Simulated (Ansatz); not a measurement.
All numbers below come from DFT PBE, scalar-relativistic, plane waves, PAW in Ansatz 0.2.0. Settings: cutoff 420 eV, Γ-centred meshes spaced at most about 0.3 Å⁻¹ (2π included), Gaussian smearing. No spin polarisation in the final relaxations.

All energies are static (0 K, no zero-point motion).

Compare these two cells of BaTe, each relaxed at this level.

A.

```xyz
4
Lattice="4.8490 0.0000 0.0000 -2.4245 4.1994 0.0000 0.0000 0.0000 8.6069" Properties=species:S:1:pos:R:3 pbc="T T T"
Ba    2.4245    1.3998    6.4552
Ba    0.0000    2.7996    2.1517
Te    0.0000    0.0000    0.0000
Te    0.0000    0.0000    4.3035
```

B.

```xyz
2
Lattice="4.8087 0.0000 0.0000 -2.4044 4.1645 0.0000 0.0000 0.0000 4.4108" Properties=species:S:1:pos:R:3 pbc="T T T"
Ba    0.0000    2.7763    2.2054
Te    2.4044    1.3882    0.0000
```

Question: Which form is favoured at zero pressure, and by what margin per atom?

Answer: A is lower, by 51 meV/atom. A has the anti-nickel arsenide type, space group P6_3/mmc (No. 194), 43.8 Å³/atom and a gap of 1.37 eV on its mesh; B has the tungsten carbide type, space group P-6m2 (No. 187), 44.2 Å³/atom and a gap of 1.52 eV. In A, Ba has 6 Te at 3.53 Å; Te has 6 Ba at 3.53 Å. In B, Ba has 6 Te at 3.55 Å; Te has 6 Ba at 3.55 Å. Both come from invented guesses. The part of the Crystallography Open Database at hand lists BaTe in space group No. 225, which no cell shown has.

These runs have no spin–orbit coupling, which can matter for Te. Kohn–Sham gaps at this level usually fall short of measured ones. The missing spin–orbit coupling can work the other way here. With atoms moved at random, P6_3/mmc came back. Other cells relaxed within their symmetry can be saddle points.
